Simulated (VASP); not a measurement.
# SrO (Fm-3m) in VASP: a series of runs, part 2 of 2

VASP 6.6.1. Earlier steps stand in the parts before.

## Step 3: Single point, PBE

The input, INCAR:

```
SYSTEM = SrO
  PREC = Accurate
  ENCUT = 800
  EDIFF = 1E-6
  ISMEAR = 0
  SIGMA = 0.05
  LREAL = .FALSE.
  LASPH = .TRUE.
  NELM = 100
  ALGO = Normal
  ISIF = 2
  LWAVE = .FALSE.
  LCHARG = .FALSE.
  GGA = PE
  ADDGRID = .FALSE.
```

The input, KPOINTS:

```
Automatic mesh
0
G
  8 8 8
  0 0 0
```

The input, POSCAR:

```
SrO
1.0
    0.0000000000      2.5663000000      2.5663000000
    2.5663000000      0.0000000000      2.5663000000
    2.5663000000      2.5663000000      0.0000000000
Sr O
1 1
Direct
    0.5000000000      0.5000000000      0.5000000000
    0.0000000000      0.0000000000      0.0000000000
```

Potentials or basis: VASP PAW PBE potentials, release 64 (Sr_sv, O_h).

Launch:

```sh
$ cat potpaw_PBE.64/Sr_sv/POTCAR potpaw_PBE.64/O_h/POTCAR > POTCAR
$ mpirun -np 1 vasp_std > vasp.out
```

OUTCAR:

```text
SYSTEM = SrO
   PREC = Accurate
   ENCUT = 800
   EDIFF = 1E-6
   ISMEAR = 0
   LREAL = .FALSE.
   LASPH = .TRUE.
   NELM = 100
   ISIF = 2
   GGA = PE

 Found     29 irreducible k-points:

 Following reciprocal coordinates:
            Coordinates               Weight
  0.000000  0.000000  0.000000      1.000000
  0.125000  0.000000  0.000000      8.000000
  0.250000  0.000000  0.000000      8.000000
  0.375000  0.000000  0.000000      8.000000
  0.500000  0.000000  0.000000      4.000000
  0.125000  0.125000  0.000000      6.000000
   k-points           NKPTS =     29   k-points in BZ     NKDIM =     29   number of bands    NBANDS=     12
   number of dos      NEDOS =    301   number of ions     NIONS =      2
   total plane-waves  NPLWV =  46656
   dimension x,y,z NGX =    36 NGY =   36 NGZ =   36
   dimension x,y,z NGXF=    72 NGYF=   72 NGZF=   72
   ions per type =               1   1
   NGX,Y,Z   is equivalent  to a cutoff of  16.49, 16.49, 16.49 a.u.
   NGXF,Y,Z  is equivalent  to a cutoff of  32.98, 32.98, 32.98 a.u.
 SYSTEM =  SrO
   PREC   = accura    normal or accurate (medium, high low for compatibility)
   ISTART =      0    job   : 0-new  1-cont  2-samecut
   ICHARG =      2    charge: 1-file 2-atom 10-const
   ISPIN  =      1    spin polarized calculation?
   LNONCOLLINEAR =      F non collinear calculations
   LSORBIT =      F    spin-orbit coupling
   LASPH  =      T    aspherical Exc in radial PAW
   ENCUT  =  800.0 eV  58.80 Ry    7.67 a.u.   8.37  8.37  8.37*2*pi/ulx,y,z
   NELM   =    100;   NELMIN=  2; NELMDL= -5     # of ELM steps
   EDIFF  = 0.1E-05   stopping-criterion for ELM
   LREAL  =      F    real-space projection
   EDIFFG = 0.1E-04   stopping-criterion for IOM
   NSW    =      0    number of steps for IOM
   IBRION =     -1    ionic relax: 0-MD 1-quasi-New 2-CG
   NFREE  =      0    steps in history (QN), initial steepest desc. (CG)
   ISIF   =      2    stress and relaxation
   ISYM   =      2    0-nonsym 1-usesym 2-fastsym
   POTIM  = 0.5000    time-step for ionic-motion
   TEBEG  =    0.0;   TEEND  =   0.0 temperature during run
   PSTRESS=    0.0 pullay stress
   NELECT =      16.0000    total number of electrons
   NUPDOWN=      -1.0000    fix difference up-down
   EMIN   =  10.00;   EMAX   =-10.00  energy-range for DOS
   EFERMI =   0.00;   METHOD = LEGACY
   ISMEAR =     0;   SIGMA  =   0.05  broadening in eV -4-tet -1-fermi 0-gaus
   EFERMI_NEDOS =   21; number of points for ismear=-14 and -15
   IALGO  =     38    algorithm
   IMIX   =      4    mixing-type and parameters
     AMIX     =   0.40;   BMIX     =  1.00
     AMIX_MAG =   1.60;   BMIX_MAG =  1.00
  volume/ion in A,a.u.               =      16.90       114.06
  Fermi-wavevector in a.u.,A,eV,Ry     =   1.275843  2.410995 22.147245  1.627777
  Thomas-Fermi vector in A             =   2.408533
   LORBIT       =      0    0 simple, 1 ext, 2 COOP (PROOUT), +10 PAW based schemes
   GGA     = PE    functional components
   LHFCALC =     F    Hartree Fock is set to
   AEXX    =    0.0000 exact exchange contribution
   IVDW    =     0    specifies the selected vdW correction
   LEPSILON=     F    determine dielectric tensor
   LRPA    =     F    only Hartree local field effects (RPA)
 non-spin polarized calculation
 Gauss-broadening in eV      SIGMA  =   0.05
  energy-cutoff  :      800.00
  volume of cell :       33.80
 maximum number of plane-waves:      1807
 NGX is ok and might be reduce to    36
   NGX = 17   NGY = 17   NGZ = 17

 number of electron      16.0000002 magnetization

 Free energy of the ion-electron system (eV)
  ---------------------------------------------------
  ext. energy  EPLUGINS =         0.00000000
  ---------------------------------------------------
  free energy    TOTEN  =       -12.04115448 eV

  energy without entropy =      -12.04115448  energy(sigma->0) =      -12.04115448

 E-fermi :   2.1996     XC(G=0): -10.0544

 val. band max:        1.9132304358   @ k =   0.0000   0.0000   0.0000
 cond. band min:       5.1801594751   @ k =   0.5000   0.5000   0.0000
 fundamental gap:      3.2669290393
 Fermi energy:         2.1996479846

 k-point     1 :       0.0000    0.0000    0.0000
  band No.  band energies     occupation
      1     -30.4519      2.00000
      2     -13.1872      2.00000
      3     -12.0844      2.00000
      4     -12.0844      2.00000
      5     -12.0844      2.00000
      6       1.9132      2.00000
      7       1.9132      2.00000
      8       1.9132      2.00000
      9       5.9394      0.00000
     10       8.1408      0.00000
     11       8.1408      0.00000
     12       8.1408      0.00000

 k-point     2 :       0.1250    0.0000    0.0000
  band No.  band energies     occupation
      1     -30.4315      2.00000
      2     -13.5529      2.00000
      3     -12.0967      2.00000
      4     -12.0967      2.00000
      5     -11.7687      2.00000
      6       1.4623      2.00000
      7       1.7162      2.00000
      8       1.7162      2.00000
      9       6.6384      0.00000
     10       7.9923      0.00000
     11       8.4483      0.00000
     12       8.4483      0.00000

 k-point     3 :       0.2500    0.0000    0.0000
  band No.  band energies     occupation
      1     -30.3818      2.00000
      2     -14.1279      2.00000
      3     -12.1262      2.00000
      4     -12.1262      2.00000
      5     -11.3150      2.00000
      6       0.6343      2.00000
      7       1.2866      2.00000
      8       1.2866      2.00000
      9       7.9240      0.00000
     10       8.1879      0.00000
     11       9.2828      0.00000
     12       9.2828      0.00000

 k-point     4 :       0.3750    0.0000    0.0000
  band No.  band energies     occupation
      1     -30.3313      2.00000
      2     -14.5585      2.00000
      3     -12.1551      2.00000
      4     -12.1551      2.00000
      5     -11.0060      2.00000
      6      -0.0210      2.00000
      7       0.9116      2.00000
      8       0.9116      2.00000
      9       8.2568      0.00000
     10       9.7132      0.00000
     11      10.3013      0.00000
     12      10.3013      0.00000

 k-point     5 :       0.5000    0.0000    0.0000
  band No.  band energies     occupation
      1     -30.3102      2.00000
      2     -14.7157      2.00000
      3     -12.1669      2.00000
      4     -12.1669      2.00000
      5     -10.8991      2.00000
      6      -0.2638      2.00000
      7       0.7688      2.00000
      8       0.7688      2.00000
      9       8.4941      0.00000
     10      10.4198      0.00000
     11      10.7964      0.00000
     12      10.7964      0.00000

 k-point     6 :       0.1250    0.1250    0.0000
  band No.  band energies     occupation
      1     -30.4249      2.00000
      2     -13.5874      2.00000
      3     -12.1400      2.00000
      4     -12.1400      2.00000
      5     -11.6948      2.00000
      6       1.1509      2.00000
      7       1.8454      2.00000
      8       1.8454      2.00000
      9       6.7034      0.00000
     10       7.4563      0.00000
     11       8.8010      0.00000
     12       8.8010      0.00000

 [... further k-points ...]
[... 5 lines left out ...]
  --------------------------------------------------------------------------------------
  -------------------------------------------------------------------------------------
  Total        0.4765755      0.4765755      0.4765755      0.0000000      0.0000000      0.0000000
  in kB       22.5886372     22.5886372     22.5886372      0.0000000      0.0000000      0.0000000
  external PRESSURE =      22.5886372 kB  Pullay stress =       0.0000000 kB

 VOLUME and BASIS-vectors are now :
 -----------------------------------------------------------------------------
  energy-cutoff  :      800.00
  volume of cell :       33.80
      direct lattice vectors                 reciprocal lattice vectors
     0.000000000  2.566300000  2.566300000    -0.194833028  0.194833028  0.194833028
     2.566300000  0.000000000  2.566300000     0.194833028 -0.194833028  0.194833028
     2.566300000  2.566300000  0.000000000     0.194833028  0.194833028 -0.194833028

 POSITION                                       TOTAL-FORCE (eV/Angst)
 -----------------------------------------------------------------------------------
      2.56630      2.56630      2.56630         0.000000     -0.000000      0.000000
      0.00000      0.00000      0.00000         0.000000      0.000000     -0.000000
 -----------------------------------------------------------------------------------
    total drift:                                0.000000      0.000000      0.000000

  FREE ENERGIE OF THE ION-ELECTRON SYSTEM (eV)
  ---------------------------------------------------
  free  energy   TOTEN  =       -12.0411544841 eV

  energy  without entropy=      -12.0411544841  energy(sigma->0) =      -12.04115448
```

OSZICAR:

```text
N       E                     dE             d eps       ncg     rms          rms(c)
DAV:   1     0.992912753577E+02    0.99291E+02   -0.10432E+04   696   0.178E+03
DAV:   2    -0.636285885447E+01   -0.10565E+03   -0.95994E+02  1012   0.293E+02
DAV:   3    -0.139386711228E+02   -0.75758E+01   -0.74533E+01   888   0.701E+01
DAV:   4    -0.142168235017E+02   -0.27815E+00   -0.27790E+00   988   0.107E+01
DAV:   5    -0.142201317296E+02   -0.33082E-02   -0.33081E-02   844   0.143E+00    0.168E+01
DAV:   6    -0.121360988847E+02    0.20840E+01   -0.10079E+01   832   0.235E+01    0.210E+01
DAV:   7    -0.120495338141E+02    0.86565E-01   -0.68833E-01   884   0.733E+00    0.116E+01
DAV:   8    -0.120402099400E+02    0.93239E-02   -0.15460E-01   744   0.447E+00    0.150E+00
DAV:   9    -0.120403349243E+02   -0.12498E-03   -0.16571E-02  1020   0.114E+00    0.242E-01
DAV:  10    -0.120410155791E+02   -0.68065E-03   -0.15500E-03   732   0.380E-01    0.710E-02
DAV:  11    -0.120411490661E+02   -0.13349E-03   -0.12566E-04   824   0.110E-01    0.844E-02
DAV:  12    -0.120411540893E+02   -0.50232E-05   -0.29031E-05   960   0.466E-02    0.191E-02
DAV:  13    -0.120411544841E+02   -0.39484E-06   -0.21756E-06   784   0.147E-02
   1 F= -.12041154E+02 E0= -.12041154E+02  d E =-.927148E-18
```

stdout:

```text
POSCAR found type information on POSCAR SrO
 POSCAR found :  2 types and       2 ions
 scaLAPACK will be used
 LDA part: xc-table for (Slater+PW92), standard interpolation
 POSCAR, INCAR and KPOINTS ok, starting setup
 FFT: planning ... GRIDC
 FFT: planning ... GRID_SOFT
 FFT: planning ... GRID
 WAVECAR not read
 entering main loop
```

Run time: 40 s. Hardware: 1 thread of Intel Xeon Platinum 8375C at 2.90GHz (Ice Lake), shared host; peak memory 0.21 GiB.

These settings aren't checked as converged: the numbers below hold their error.

Results:

```
Free energy            : -12.0412 eV
Band gap on the k mesh : 3.27 eV, indirect (least direct gap 3.35 eV)
```

Caveat: the cutoff is under 1.25 times the usual one of these potentials, so pressure, stress and relaxed cells hold a basis-set (Pulay) error.

## Step 4: For comparison

An earlier run on the cell as given: functional PBEsol; potentials or basis VASP PAW PBE potentials, release 64 (Sr_sv, O); cutoff 520 eV; k mesh 9 × 9 × 9; occupations fermi-dirac, width 0.05 eV; no spin polarisation.

* Pressure: 0.1 GPa
* Band gap on the k mesh: 3.21 eV, indirect (least direct gap 3.30 eV)
